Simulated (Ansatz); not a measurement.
## Se, one cell by several methods

```yaml
crystal:
  lattice:
    - [4.35517, -0.02178, -0.02178]
    - [-2.19644, 3.78258, -0.00797]
    - [-0.02475, -0.02475, 4.94945]
  atoms:
    - { symbol: Se, position: [0.21700, 0.00000, 0.16667] }
    - { symbol: Se, position: [0.00000, 0.21700, 0.83333] }
    - { symbol: Se, position: [0.78300, 0.78300, 0.50000] }
```

Atoms are numbered in the order listed.

The geometry is COD entry 9008579, unchecked; take it as a test cell. The listed cell was then made from it by scaling, straining or moving an atom.

Methods: DFT, PBE, PAW with Ansatz's default frozen-core files, scalar-relativistic (Ansatz 0.2.0); DFT, PBE, all-electron PAW with datasets made for the crystal, scalar-relativistic (Ansatz 0.2.0); DFT, PBE, all-electron LAPW, scalar-relativistic (Ansatz 0.2.0).

For PAW: a Γ-centred 8×8×6 k mesh, Fermi–Dirac smearing of 0.03 eV, cutoff 420 eV, no spin polarisation. The crystal-made all-electron datasets (AE datasets) take a cutoff of 200 eV at this cell. LAPW targets a basis error of 0.5 meV/atom. The Ansatz runs share mesh, smearing and spin set-up. Plane-wave (PAW) pressures include the program's estimate of the Pulay term.

Stress and pressure are positive in compression.

The change that made this cell: equal xy, yz and zx engineering shear strains of -1 %.

```tsv
quantity	PAW	AE datasets	LAPW
pressure (GPa)	5.54	5.52	5.53
stress xx (GPa)	4.36	4.35	4.35
stress yy (GPa)	4.88	4.86	4.86
stress zz (GPa)	7.38	7.36	7.36
stress yz (GPa)	0.56	0.56	0.56
stress xz (GPa)	0.29	0.29	0.29
stress xy (GPa)	-0.12	-0.12	-0.12
force on Se1, x (eV/Å)	1.085	1.078	1.078
force on Se2, y (eV/Å)	1.057	1.052	1.051
force on Se3, y (eV/Å)	-1.033	-1.027	-1.027
band gap (eV)	1.093	1.104	1.104
```

PAW's pressure differs from the LAPW value by about 0.01 GPa or less.
